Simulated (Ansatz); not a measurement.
Consider BeTe (F-43m).

Symmetry: F-43m, No. 216, cubic system. Conventional cell: a = 5.663 Å, b = 5.663 Å, c = 5.663 Å, α = 90.00°, β = 90.00°, γ = 90.00°. Be has 4 Te at 2.45 Å nearest. Nearest to Te lie 4 Be at 2.45 Å. Farther neighbours and most contacts between anions are not listed.

```xyz
2
Lattice="0.0000 2.8315 2.8315 2.8315 0.0000 2.8315 2.8315 2.8315 0.0000" Properties=species:S:1:pos:R:3 pbc="T T T"
Be    0.0000    0.0000    0.0000
Te    4.2472    4.2472    4.2472
```

The cell and positions are those that the Materials Project relaxed with its own functionals (PBE, PBE+U or r2SCAN), kept fixed. Spin-orbit coupling is left out unless a run names it.

Gaps computed with Ansatz 0.2.0 without a self-energy: PBE 2.03 eV, PBE+SOC 1.74 eV, r2SCAN 2.39 eV and DDH-PBE0 2.75 eV. The mean ε∞ by PBE perturbation theory is 7.42.

What gap should G0W0 on PBE give (6×6×6 mesh, 291 empty bands, screening to 200 eV, PAW set soft_1 files)?

About 2.91 eV: on its mesh the run moves the gap from 2.03 eV by +0.89 eV. Among the scalar-relativistic levels given, DDH-PBE0 is nearest (−0.16 eV). One-shot corrections scale roughly with one over ε∞, here 0.13. Spin-orbit coupling is not in that value; its −0.29 eV at the PBE level would bring it to about 2.62 eV. Bands and cutoff are finite, so the gap is not at the basis limit. The miss can reach some tenths of an eV and take either sign; the mesh is an error of its own. The many-body steps are scalar-relativistic: spin-orbit coupling is not in them.

[Paths, hosts, dates, memory and timing lines, banners, echoed tables and standing remarks are left out of the program output.]

[Logs are printed without paths, hosts, clocks, repeated set-up lines and the standing remarks that a program may print on its own settings, such as how far it seeks lower states.]

[Runs of the session that timed out or met a known fault of the program may be left out.]

[Cells called generated may have been cut or substituted from an entry of the Crystallography Open Database or the Materials Project.]

[Hosts, paths, dates, database ids (printed as entryN), source tags and the programs' standing remarks are cut or masked in the printed files.]
